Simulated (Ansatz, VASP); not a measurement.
Two plane-wave programs on Pd

The input INCAR:

```
SYSTEM = Pd
ALGO = Fast
EDIFF = 1E-6
ENCUT = 520
GGA = PE
ISIF = 2
ISMEAR = 0
LASPH = .TRUE.
LCHARG = .FALSE.
LREAL = .FALSE.
LWAVE = .FALSE.
NBANDS = 11
NELM = 100
PREC = Accurate
SIGMA = 0.15
```

KPOINTS

```
k-points
0
G
  20 20 20
  0 0 0
```

Contents of POSCAR:

```
Pd
1.0
    0.0364668750      1.9449000000      1.9449000000
    1.9813668750      0.0000000000      1.9813668750
    1.9449000000      1.9449000000      0.0364668750
Pd
1
Direct
    0.0000000000      0.0000000000      0.0000000000
```

Input for Ansatz:

```yaml
crystal:
  lattice:
    - [0.036466875, 1.9449, 1.9449]
    - [1.981366875, 0.0, 1.981366875]
    - [1.9449, 1.9449, 0.036466875]
  atoms:
    - { symbol: Pd, position: [0.0, 0.0, 0.0] }
basis:
  ecutwfc: 420
kpoints:
  mp_grid: { grid: [20, 20, 20] }
hamiltonian:
  xc: pbe
scf:
  occupations: { method: gaussian, width: 0.15 }
output:
  forces: true
  stress: true
  eigenvalues: true
  write_density: true
  write_potential: true
  elf: true
  volumetric_format: npy
```

Change from the starting cell: strain +0.0375 x Voigt [0, 0, 0, 0, 1, 0], atoms carried along.

Alike in both runs: task single point; functional PBE; k mesh 20 × 20 × 20; occupations gaussian, width 0.15 eV; no spin polarisation.

|  | VASP | Ansatz |
| --- | --- | --- |
| version | VASP 6.6.1 | Ansatz 0.2.0 |
| potentials or method | VASP PAW PBE potentials, release 64 (Pd) | scalar-relativistic, plane waves, PAW |
| plane-wave cutoff (eV) | 520 | 420 |
| valence electrons in the cell | 10 | 18 |

|  | VASP | Ansatz | Ansatz less VASP |
| --- | --- | --- | --- |
| gap on the k mesh at the Fermi level (eV) | none | none | - |
| pressure (GPa) | 7.7 | 8.0 | +0.31 |
| largest component of the traceless stress (GPa) | 3.10 | 3.11 | +0.013 |

A gap of «none» marks a metal or a gap that the smearing closes. The functional is the same, so the differences come from potentials, cutoffs and numerics. The two sets of potentials don't hold the same shells in valence.
